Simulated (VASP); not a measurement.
Wanted: the native input for a VASP 6.6.1 run.

```yaml
Task: single point
Functional: HSE06
Potentials_or_basis: VASP PAW PBE potentials, release 64 (Ga_d)
Cutoff: 520 eV
k_mesh: 5 × 5 × 5
Occupations: gaussian, width 0.1 eV
Spin: no spin polarisation
Dipole_correction: no
Exchange_at_q_=_0: truncated
Grid_for_exact_exchange_PRECFOCK: Normal
Screening_parameter: 0.2079 1/A
Further_INCAR_settings: ALGO = Normal; EDIFF = 1e-06; NBANDS = 12
```

Crystal: Ga.

```
CELL_PARAMETERS angstrom
2.71648 0.00000 0.00000
0.00000 2.71648 0.00000
0.00000 0.00000 2.71648
ATOMIC_POSITIONS crystal
Ga 0.00000 0.00000 0.00000
```

The cell was built by a generator and needn't be a form met in nature.

One way to write it, as run:

POSCAR

```
Ga
1.0
    2.7164800000      0.0000000000      0.0000000000
    0.0000000000      2.7164800000      0.0000000000
    0.0000000000      0.0000000000      2.7164800000
Ga
1
Direct
    0.0000000000      0.0000000000      0.0000000000
```

INCAR.step1

```
SYSTEM = Ga
  PREC = Accurate
  ENCUT = 520
  EDIFF = 1E-5
  ISMEAR = 0
  SIGMA = 0.1
  LREAL = .FALSE.
  LASPH = .TRUE.
  NELM = 100
  ALGO = Normal
  ISIF = 2
  LWAVE = .TRUE.
  GGA = PE
  NBANDS = 12
```

INCAR.step2

```
SYSTEM = Ga
  PREC = Accurate
  ENCUT = 520
  EDIFF = 1E-6
  ISMEAR = 0
  SIGMA = 0.1
  LREAL = .FALSE.
  LASPH = .TRUE.
  NELM = 100
  ALGO = Normal
  ISIF = 2
  LWAVE = .FALSE.
  LCHARG = .TRUE.
  GGA = PE
  LHFCALC = .TRUE.
  HFSCREEN = 0.2079
  PRECFOCK = Normal
  LELF = .TRUE.
  LVHAR = .TRUE.
  ISTART = 1
  NBANDS = 12
```

KPOINTS

```
regular mesh
0
G
  5 5 5
  0 0 0
```

Potentials or basis: VASP PAW PBE potentials, release 64 (Ga_d).

Run with:

```console
$ cat potpaw_PBE.64/Ga_d/POTCAR > POTCAR
$ cp INCAR.step1 INCAR
$ mpirun -np 1 vasp_std > vasp.out
$ cp INCAR.step2 INCAR
$ mpirun -np 1 vasp_std > vasp.out
```

Results of the run:

| Property | Result |
| --- | --- |
| Pressure | -1.3 GPa |
| Band gap on the k mesh | none (metal or under the smearing width) |

Caveat: the k mesh is coarse (spacing up to 0.46 Å⁻¹), so the values aren't converged, least of all with exact exchange; the PAW data sets were made with another functional, which shifts forces and pressure a little.

It took 2.1 min on 1 thread of Intel(R) Xeon(R) Platinum 8488C (Sapphire Rapids), on a shared host, peak memory 0.22 GiB.
